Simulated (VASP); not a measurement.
# ZnSe, self-consistent run: which settings are enough?

ZnSe, P4/nmm (no. 129), 4 atoms in the cell. R2SCAN; PAW potentials Se, Zn (PBE set). VASP 6.6.1.

Wanted: energy within 0.2 meV/atom; levels at the zone centre within 0.003 eV.

What the run is for: comparing ways to start; Accuracy asked: tight.

Levels at the zone centre: counted from the valence top at that point.

POSCAR:
```
ZnSe
1.0
    4.1077020000      0.0000000000      0.0000000000
    0.0000000000      4.1077020000      0.0000000000
    0.0000000000      0.0000000000      6.0703500000
Se Zn
2 2
Direct
    0.5000000000      0.0000000000      0.7537200000
    0.0000000000      0.5000000000      0.2462800000
    0.5000000000      0.5000000000      0.0000000000
    0.0000000000      0.0000000000      0.0000000000
```

## How the run starts (with a second run first, the time holds both)

| How the run starts (with a second run first, the time holds both) | Energy less reference (meV/atom) | Levels at the zone centre, largest deviation (eV) | Time (s) |
|---|---|---|---|
| from scratch: 19 SCF iterations | 0.00 | 0.0000 | 106 |
| PBE orbitals (WAVECAR): 12 + 11 SCF iterations | 0.00 | 0.0001 | 81 |
| PBE density (CHGCAR): 12 + 30 SCF iterations | 0.00 | 0.0004 | 168 |
| loose PBE orbitals: 9 + 11 SCF iterations | 0.00 | 0.0001 | 78 |

Chosen: from scratch: 19 SCF iterations; no other choice that stays within half of the tolerance saves 30 % of the time.

The chosen settings are those of the reference run.

Values of the reference run: Levels at the zone centre: -0.0096, 0, 2.413 eV from the valence top at Gamma.

## The input

INCAR:
```
SYSTEM = ZnSe
METAGGA = R2SCAN
ISMEAR = 0
SIGMA = 0.03
LWAVE = .False.
LCHARG = .False.
ISIF = 2
PREC = Accurate
LASPH = .True.
LREAL = .False.
ALGO = Normal
EDIFF = 1E-6
NELM = 120
GGA_COMPAT = .False.
ENCUT = 440
EFERMI = MIDGAP
LMIXTAU = .True.
```

KPOINTS:
```
k-points
0
Gamma
  6 6 4
```

Commands:
```
cat potpaw_PBE.64/Se/POTCAR potpaw_PBE.64/Zn/POTCAR > POTCAR
mpirun -np 1 vasp_std > vasp.out
```

The chosen input took VASP 6.6.1 106 s on 1 core (Intel Xeon 6975P-C (Granite Rapids)), a shared host.
